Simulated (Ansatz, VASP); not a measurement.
## In3As in VASP and in Ansatz

INCAR

```
SYSTEM = In3As
ALGO = Normal
EDIFF = 1E-7
ENCUT = 520
GGA = PE
ISIF = 2
ISMEAR = -1
LASPH = .TRUE.
LCHARG = .FALSE.
LREAL = .FALSE.
LWAVE = .FALSE.
NBANDS = 30
NELM = 80
PREC = Accurate
SIGMA = 0.05
```

File KPOINTS:

```
k-points
0
G
  6 6 6
  0 0 0
```

The input POSCAR:

```
In3As
1.0
    4.7633058499      0.0000000000      0.0000000000
    0.0000000000      4.7633058499      0.0000000000
    0.0000000000      0.0000000000      4.7633058499
In As
3 1
Direct
    0.5000000000      0.5000000000      0.0000000000
    0.5000000000      0.0000000000      0.5000000000
    0.0000000000      0.5000000000      0.5000000000
    0.0000000000      0.0000000000      0.0000000000
```

Contents of input.yaml:

```yaml
crystal:
  lattice:
    - [4.7633058499, 0.0, 0.0]
    - [0.0, 4.7633058499, 0.0]
    - [0.0, 0.0, 4.7633058499]
  atoms:
    - { symbol: In, position: [0.5, 0.5, 0.0] }
    - { symbol: In, position: [0.5, 0.0, 0.5] }
    - { symbol: In, position: [0.0, 0.5, 0.5] }
    - { symbol: As, position: [0.0, 0.0, 0.0] }
hamiltonian:
  xc: pbe
  pseudopotentials: { kind: paw }
kpoints:
  mp_grid: { grid: [6, 6, 6] }
scf:
  occupations: { method: fermi_dirac, width: 0.05 }
output:
  forces: true
  stress: true
  eigenvalues: true
```

Change from the starting cell: volume scaled by 1.06.

Alike in both runs: task single point; functional PBE; k mesh 6 × 6 × 6; occupations fermi-dirac, width 0.05 eV; no spin polarisation.

```csv
,VASP,Ansatz
version,VASP 6.6.1,Ansatz 0.2.0
potentials or method,"VASP PAW PBE potentials, release 64 (In_d, As)",Ansatz PAW
plane-wave cutoff (eV),520,420
valence electrons in the cell,44,54
```

```csv
,VASP,Ansatz,Ansatz less VASP
gap on the k mesh at the Fermi level (eV),none,none,-
pressure (GPa),-1.6,-1.6,+0.02
```

A gap of «none» marks a metal or a gap that the smearing closes. With one functional, cell and mesh, what is left measures potentials, basis and numerics. The two sets of potentials don't hold the same shells in valence.
